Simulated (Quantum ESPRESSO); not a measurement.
## SrO: phonon spectrum and thermodynamics under several settings

```
CELL_PARAMETERS angstrom
0.00000 2.56630 2.56630
2.56630 0.00000 2.56630
2.56630 2.56630 0.00000
ATOMIC_POSITIONS crystal
Sr 0.50000 0.50000 0.50000
O 0.00000 0.00000 0.00000
```

All runs used Quantum ESPRESSO 7.5; k mesh 4 × 4 × 4, shifted; relaxed cell; no spin polarisation; cutoff 612 eV; occupations smeared at first, fixed for the response; q mesh 2 × 2 × 2.

```tsv
level	potentials	volume (Å³/atom)	highest frequency (cm⁻¹)	zero-point energy (meV/atom)	entropy at room temperature (k_B/atom)
LDA	GBRV 1.5 LDA	16.25	475	42.1	3.21
PBE	GBRV 1.5 PBE	17.53	448	39.0	3.43
PBEsol	GBRV 1.5 PBEsol	?	?	?	?
```

Problem. What stands in the row left open?

Solution. Volume 16.80 Å³/atom; highest frequency 461 cm⁻¹; zero-point energy 40.5 meV/atom; entropy at room temperature 3.32 k_B/atom.

For the row left open. Caveat: the q mesh is small, so phonon branches between its points and thermal values are rough.
